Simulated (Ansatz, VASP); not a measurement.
**Ta2Se in two plane-wave programs**

Wanted: the spread between two codes on one cell, functional and k mesh. The structure shown comes from an earlier Ansatz run, which isn't shown and may have moved the atoms alone.

Program: Ansatz 0.2.0. Level of theory: plane waves, with VASP 6.6.1 beside it; elastic constants at LDA. Results are calculated unless marked as measured.

## 1. Starting point

It takes space group P4/nmm (No. 129, tetragonal). The conventional cell has a = 3.327 Å, b = 3.327 Å, c = 9.630 Å, α = 90.00°, β = 90.00°, γ = 90.00°. Ta has 4 Se at 2.63 Å and 4 Ta at 2.87 Å nearest. Nearest to Ta lie 8 Ta at 2.79 to 2.87 Å and 1 Se at 2.82 Å. Nearest to Se lie 5 Ta at 2.63 to 2.82 Å. Farther neighbours and most contacts between anions are not listed.

## 2. Ansatz: elastic constants, LDA

Ansatz runs on its default PAW (the set named soft_2) files.

Elastic constants are differences of stresses under small strains, so they test the stress and the mesh.

input.yaml

```yaml
crystal:
  lattice:
    - [3.3271799482, 0.0, 0.0]
    - [0.0, 3.3271799482, 0.0]
    - [0.0, 0.0, 9.629625633]
  atoms:
    - { symbol: Ta, position: [0.5, 0.0, 0.7506228591] }
    - { symbol: Ta, position: [0.0, 0.5, 0.2493771409] }
    - { symbol: Ta, position: [0.5, 0.0, 0.0781455231] }
    - { symbol: Ta, position: [0.0, 0.5, 0.9218544769] }
    - { symbol: Se, position: [0.5, 0.0, 0.3709015777] }
    - { symbol: Se, position: [0.0, 0.5, 0.6290984223] }
kpoints:
  mp_grid: { grid: [4, 4, 4] }
hamiltonian:
  xc: lda
scf:
  occupations: { method: methfessel_paxton, width: 0.25 }
output:
  forces: true
  stress: true
  eigenvalues: true
elastic:
  mode: relaxed_ion
  stencil: two_point
  amplitude: 0.01
```

Command:

```sh
$ ansatz run input.yaml --threads 4 --pin off --max-ram 16384MiB --backend cpu --events-out ev --progress --plain --runs-dir out
```

Numbers of over 12 decimals in the logs are rounded to 6 here.

The program printed:

```text
Engine: ansatz 0.2.0, aarch64-unknown-linux-gnu
Pseudopotentials: kind: paw
Pseudopotential: Ta, paw, valence charge 13, recommended cutoff 420 eV (normal), Ta.paw.azcp
Pseudopotential: Se, paw, valence charge 16, recommended cutoff 420 eV (normal), Se.paw.azcp
Functional definition: SPW92
  exchange = slater_x
  correlation = pw_c
Crystal: 6 atoms, lattice volume = 106.601 Å³
Basis set: ecut = 420 eV, 2121 PW (Γ)
Bands: 51, of which v1, the nominal top of the filled ones, is band 42 counted from 1 (41 counted from 0)
Symmetry: 16 space group operations
Space group: P4/nmm (ITA 129), of the structure as read, at distance tolerance 4.7e-5 Å
k-points: 18 of 64
Non-local potential: Ta, projectors of the file, l = 0: 3, l = 1: 2, l = 2: 2, l = 3: 1
Non-local potential: Se, projectors of the file, l = 0: 2, l = 1: 2, l = 2: 3, l = 3: 1
PAW form: soft (Blöchl's): semilocal exchange-correlation on the pseudo side does not see the compensation charge
PAW frozen core: Ta, regenerated for the run's functional, and the local potential with it (the file was generated under x = pbe(κ = 0.804, μ = 0.219515), c = pbe(β = 0.066725))
PAW frozen core: Se, regenerated for the run's functional, and the local potential with it (the file was generated under x = pbe(κ = 0.804, μ = 0.219515), c = pbe(β = 0.066725))
PAW one-centre angular grid: Ta, 590 points (default); XC on 64 Gauss nodes
PAW one-centre angular grid: Se, 590 points (default); XC on 64 Gauss nodes
Initial density: superposition of atomic densities (neutral atoms: chi_scale 0, normalization atom), corrected by the library's trained network
Initial wavefunctions: pseudopotential atomic-orbital guess
Functional: x = slater, c = lda
SCF iter   1: F=—  HF=-49499.831523 eV  |F-HF|=—  |Δ(HF+E_count)|=         —  Δρ=7.52e-3  dr2=4.57e-2  ethr=1.77e-3  ⟨swp⟩=5.2  Hψ=3199  notcnv=0
preconditioner: auto → Kerker (q_TF=auto, 2.622 Å⁻¹)  [metal: Δε(μ)=0.029 eV  Ē_g=7.006 eV  σ=0.250 eV  W_gap=0.10  n_scr=28 (ndim 8)  ℏωp=20.3 eV  f_vac=0.000  D(μ)=2.25/eV (n_scr^D=8)]
SCF iter   2: F=—  HF=-49499.822403 eV  |F-HF|=—  |Δ(HF+E_count)|=   9.12e-3  S|Δr|=    0.00e0  Δρ=4.44e-3  dr2=1.78e-2  ethr=5.44e-5  ⟨swp⟩=1.2  Hψ=1065  notcnv=0
SCF iter   3: F=—  HF=-49499.817773 eV  |F-HF|=—  |Δ(HF+E_count)|=   4.63e-3  S|Δr|=    0.00e0  Δρ=5.82e-4  dr2=1.23e-3  ethr=2.12e-5  ⟨swp⟩=2.1  Hψ=1138  notcnv=0  defer=1
SCF iter   4: F=—  HF=-49499.817551 eV  |F-HF|=—  |Δ(HF+E_count)|=   2.21e-4  S|Δr|=    0.00e0  Δρ=2.60e-4  dr2=2.86e-4  ethr=1.46e-6  ⟨swp⟩=2.1  Hψ=1501  notcnv=0  defer=2
SCF iter   5: F=—  HF=-49499.817508 eV  |F-HF|=—  |Δ(HF+E_count)|=   4.29e-5  S|Δr|=    0.00e0  Δρ=8.13e-5  dr2=3.78e-5  ethr=3.40e-7  ⟨swp⟩=2.7  Hψ=1552  notcnv=0  defer=2
SCF iter   6: F=—  HF=-49499.817502 eV  |F-HF|=—  |Δ(HF+E_count)|=   6.74e-6  S|Δr|=    0.00e0  Δρ=2.33e-5  dr2=2.54e-6  ethr=4.51e-8  ⟨swp⟩=2.4  Hψ=1495  notcnv=0  defer=2
SCF iter   7: F=—  HF=-49499.817504 eV  |F-HF|=—  |Δ(HF+E_count)|=   2.71e-6  S|Δr|=    0.00e0  Δρ=5.13e-6  dr2=4.35e-8  ethr=3.02e-9  ⟨swp⟩=2.0  Hψ=1145  notcnv=0  defer=2
SCF iter   8: F=—  HF=-49499.817504 eV  |F-HF|=—  |Δ(HF+E_count)|=  6.40e-10  S|Δr|=    0.00e0  Δρ=1.10e-6  dr2=1.17e-9  ethr=5.18e-11  ⟨swp⟩=2.0  Hψ=1229  notcnv=0  defer=2
SCF iter   9: F=—  HF=-49499.817504 eV  |F-HF|=—  |Δ(HF+E_count)|=  9.46e-11  S|Δr|=    0.00e0  Δρ=2.66e-7  dr2=7.35e-11  ethr=1.39e-12  ⟨swp⟩=2.0  Hψ=1567  notcnv=0  defer=2
SCF iter  10: F=—  HF=-49499.817504 eV  |F-HF|=—  |Δ(HF+E_count)|=  1.46e-11  S|Δr|=    0.00e0  Δρ=5.53e-8  dr2=3.57e-12  ethr=8.75e-14 (applied; sched 1.00e-12)  ⟨swp⟩=2.0  Hψ=1135  notcnv=0  defer=14
SCF iter  11: F=—  HF=-49499.817504 eV  |F-HF|=—  |Δ(HF+E_count)|=  1.46e-11  S|Δr|=    0.00e0  Δρ=1.77e-8  dr2=2.68e-13  ethr=4.25e-15 (applied; sched 1.00e-12)  ⟨swp⟩=2.0  Hψ=1552  notcnv=0  defer=24
SCF iter  12: F=-49499.817504 eV  HF=-49499.817504 eV  |F-HF|=2.91e-11  |Δ(HF+E_count)|=  7.28e-12  S|Δr|=    0.00e0  Δρ=3.25e-9  dr2=1.25e-14  ethr=1.00e-12  ⟨swp⟩=8.1  Hψ=3141  notcnv=0
SCF 1 converged in 12 iterations: F = -49499.817504 eV  dr2 = 1.25e-14
  greatest PAW one-centre occupation: 1.000 electrons in one spin orbital (limit 2), on the Ta atom at site 3 (counted from 0), in its partial waves of l = 0
relax step   1: F+E_penalty+E_count = -49499.81750433 eV  Δ(F+E_penalty+E_count) = +0.000e0 eV  max|allowed force component| = 5.514e-4 eV/Å  Δτ_max = 0.0000 Å  (12 SCF iters, accepted)
Initial density: handed on by an earlier stage of this run
Initial wavefunctions: pseudopotential atomic-orbital guess (no wavefunctions were taken with the density)
iter 1 solved again at ethr=1.55e-5 eV; its pass at ethr=3.10e-3 eV (dr2=1.30e-2 eV) is discarded
SCF iter   1: F=—  HF=-49499.818518 eV  |F-HF|=—  |Δ(HF+E_count)|=         —  Δρ=1.20e-3  dr2=1.33e-2  ethr=1.55e-5  ⟨swp⟩=2.2  Hψ=4438  notcnv=0
[...]
SCF iter   5: F=—  HF=-49499.813981 eV  |F-HF|=—  |Δ(HF+E_count)|=    0.00e0  S|Δr|=    0.00e0  Δρ=8.99e-9  dr2=8.34e-13  ethr=4.31e-15 (applied; sched 1.00e-12)  ⟨swp⟩=2.0  Hψ=1766  notcnv=0  defer=2
[...]
Free energy (F): -49499.817504 eV
Harris-Foulkes:  -49499.817504 eV  (|F-HF|=2.18e-11)
Internal energy: -49499.845118 eV  (E = F + TS)
E sigma→0 (E₀):  -49499.824408 eV
Entropy (-TS):   0.027613 eV (4.602 meV/atom)
Fermi energy:    17.711832 eV
Step filling:    the computed levels leave a gap of 0.0521 eV = 0.2 smearing widths at the electron count; against every level under it full and every level over it empty, smearing changes F+E_penalty+E_count by +6.939 meV and its σ→0 estimate by +0.036 meV
--- Per-component energies (eV) ---
  E_band       = -1027.377786
  E_kinetic    = 1715.264385
  E_local      = -6429.699440  (includes V_loc(G=0)·N_el)
  E_nonlocal   = -1094.266491
  E_hartree    = 2924.829147
  E_xc         = -1080.152387
  E_vxc        = -1020.585495  (∫ρ·V_xc dr)
  E_paw        = -36251.237070  (= ΣΔE_a)
  E_vpaw       = -47.748442  (= ΣTr[D̂ρ^β])
  E_aug_tail   = -0.000599  (compensation charges beyond the density's cutoff)
  E_ewald      = -9290.053001
  E_core_change = 5.470336  (= ΣΔE_core)
  E_smearing   = 0.027613  (= −TS)
  E_closure    = -0.000000  (closes the sum)
  Σ components = -49499.817504   (vs F -49499.817504, Δ=0.00e0)
--- Forces (eV/Å), atoms counted from 1 ---
  atom   1  Ta    -0.00000000     0.00000000    -0.00000022
  atom   2  Ta    -0.00000000     0.00000000     0.00000022
  atom   3  Ta    -0.00000000     0.00000000    -0.00000016
  atom   4  Ta    -0.00000000     0.00000000     0.00000016
  atom   5  Se     0.00000000     0.00000000    -0.00000025
  atom   6  Se     0.00000000     0.00000000     0.00000025
  max |Σ_I F_I| component: 9.69e-19 eV/Å
--- Stress (GPa, compression-positive) ---
       -0.013388       0.000000       0.000000
        0.000000      -0.013388       0.000000
        0.000000       0.000000      -0.013473
  P = ⅓ Tr σ = -0.0134 GPa (-0.134 kbar)
--- Band table (eV; the first three rows and the last of 18) ---
  k-point 0: bands = [... 38 lower, 16.1739, 17.4976, 17.7489, 17.7489, 18.0676, 18.0676, 18.3511, 18.7789, ... 5 higher]
  k-point 1: bands = [... 38 lower, 16.2038, 17.4990, 17.7473, 17.7473, 18.0560, 18.0560, 18.3475, 18.5855, ... 5 higher]
  k-point 2: bands = [... 38 lower, 16.2338, 17.5004, 17.7458, 17.7458, 18.0446, 18.0446, 18.3438, 18.4346, ... 5 higher]
  k-point 17: bands = [... 38 lower, 15.5963, 15.5963, 17.4404, 17.4404, 18.3513, 18.3513, 20.5894, 20.5894, ... 5 higher]
--- Elastic constants: 4 strain directions × 2 members + reference (group order 16) ---
  dense FFT box of the reference and of every strained cell: 24×24×72
  strains applied: 11, 33, 23, 12; error gains: componentwise 1.00 (the most a stress slope's error grows in a printed constant), spectral 1.41 (1 for all six strains in a standard setting)
  reference relaxed by the batch: 5 steps; max|allowed force component| 5.51e-4 eV/Å at the deck's positions, 4.28e-7 at the last accepted step, 2.55e-7 by the solve of record
  largest displacement 2.6e-5 Å; the constants are those of the deck's cell at these positions:
  atoms:
    - { symbol: Ta, position: [0.5, 0, 0.750621] }
    - { symbol: Ta, position: [0, 0.5, 0.249379] }
    - { symbol: Ta, position: [0.5, 0, 0.078148] }
    - { symbol: Ta, position: [0, 0.5, 0.921852] }
    - { symbol: Se, position: [0.5, 0, 0.370903] }
    - { symbol: Se, position: [0, 0.5, 0.629097] }
  C = ∂σ_k/∂η_j (tension-positive GPa; Voigt order 11 22 33 23 13 12):
       309.754    126.546     34.299      0.000      0.000     -0.000
       126.546    309.754     34.299      0.000      0.000     -0.000
        35.018     35.018     89.193      0.000      0.000     -0.000
         0.000      0.000      0.000     26.023      0.000      0.000
         0.000      0.000      0.000      0.000     26.023      0.000
        -0.000     -0.000      0.000      0.000      0.000    105.895
  reference stress σ⁰ (GPa):      0.013      0.013      0.013     -0.000     -0.000     -0.000
  C* (energy form; C + prestress term) asymmetry max|C*_kj − C*_jk| = 7.196e-1 GPa — a small one proves nothing (zero by symmetry where the batch's group is 432, −43m or m−3m); a large one is finite-difference/SCF noise where every solve meets its electron count
  moduli (Voigt/Reuss/Hill, GPa): K = 122.27/76.70/99.48   G = 65.78/42.62/54.20   E = 137.61   ν = 0.269
  mechanically stable: yes (min eigenvalue of sym C = 26.02 GPa)
  strain η (Voigt 11):  stress-route row diagonal C_11 = 309.75 GPa, energy-path curvature d²(F+E_count+ΔE)/dδ²/Ω₀ = 311.89 GPa
         δ    σ_11 (GPa)             F (eV)   n_scf  n_hpsi   n_pw
    -1.000e-2      -3.2112      -49499.8069506       2   10841   2088   relax 5 steps, max|allowed force component| 5.03e-7 eV/Å
     1.000e-2       2.9839      -49499.8073336       2   10755   2121   relax 4 steps, max|allowed force component| 2.43e-6 eV/Å
  strain η (Voigt 33):  stress-route row diagonal C_33 = 89.19 GPa, energy-path curvature d²(F+E_count+ΔE)/dδ²/Ω₀ = 88.73 GPa
         δ    σ_33 (GPa)             F (eV)   n_scf  n_hpsi   n_pw
    -1.000e-2      -0.9911      -49499.8144094       2    7168   2084   relax 5 steps, max|allowed force component| 4.51e-5 eV/Å
     1.000e-2       0.7928      -49499.8147372       2    7134   2121   relax 5 steps, max|allowed force component| 4.63e-6 eV/Å
  strain η (Voigt 23):  stress-route row diagonal C_44 = 26.02 GPa, energy-path curvature d²(F+E_count+ΔE)/dδ²/Ω₀ = 25.44 GPa
         δ    σ_23 (GPa)             F (eV)   n_scf  n_hpsi   n_pw
    -1.000e-2      -0.2602      -49499.8166823       2   12056   2105   relax 7 steps, max|allowed force component| 4.74e-5 eV/Å
     1.000e-2       0.2602      -49499.8166823       2   12076   2105   relax 7 steps, max|allowed force component| 6.86e-6 eV/Å
  strain η (Voigt 12):  stress-route row diagonal C_66 = 105.89 GPa, energy-path curvature d²(F+E_count+ΔE)/dδ²/Ω₀ = 106.23 GPa
         δ    σ_12 (GPa)             F (eV)   n_scf  n_hpsi   n_pw
    -1.000e-2      -1.0589      -49499.8139812       2    8302   2105   relax 3 steps, max|allowed force component| 9.52e-6 eV/Å
     1.000e-2       1.0589      -49499.8139812       2    8314   2105   relax 4 steps, max|allowed force component| 1.18e-6 eV/Å
[key lines of the parts left out:]
SCF converged after 10 iterations
```

(Continued in part 2 of 2.)

[Lines on the potential files, build, host, timing and source positions are cut from VASP's logs without a mark.]

[Logs are printed without paths, hosts, clocks, repeated set-up lines and the standing remarks that a program may print on its own settings, such as how far it seeks lower states.]

[Hosts, paths, dates, database ids (printed as entryN), source tags and the programs' standing remarks are cut or masked in the printed files.]
